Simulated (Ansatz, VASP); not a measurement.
**Two plane-wave programs on SnO**

```
Sn O
1.0
     3.85203    0.00000    0.00000
     0.00000    3.85203    0.00000
     0.00000    0.00000    4.89964
Sn O
2 2
Direct
  0.00000 0.50000 0.23850
  0.50000 0.00000 0.76150
  0.00000 0.00000 0.00000
  0.50000 0.50000 0.00000
```

Change from the starting cell: volume scaled by 1.04, PAW files.

Alike in both runs: task electric field gradients; functional LDA; k mesh 6 × 6 × 5; occupations fermi-dirac, width 0.02 eV; no spin polarisation.

```csv
,VASP,Ansatz
version,VASP 6.6.1,Ansatz 0.2.0
potentials or method,"VASP PAW LDA potentials, release 64 (Sn_d, O)","PAW with Ansatz's default frozen-core files, scalar-relativistic"
plane-wave cutoff (eV),520,420
valence electrons in the cell,40,40
```

VASP gave:

* pressure (GPa): -5.9
* largest component of the traceless stress (GPa): 0.64
* rms of the force components (eV/Å): 0.270
* Vzz of the field gradient on the site that differs most (V/Å²): -158.2

Problem. Which values does Ansatz return?

Solution. Pressure (GPa): -6.1; largest component of the traceless stress (GPa): 0.61; rms of the force components (eV/Å): 0.309; Vzz of the field gradient on the site that differs most (V/Å²): -162.8.

Atom by atom the forces differ by 0.039 eV/Å (rms over components). Ansatz warned: «gradients_without_spin_orbit».
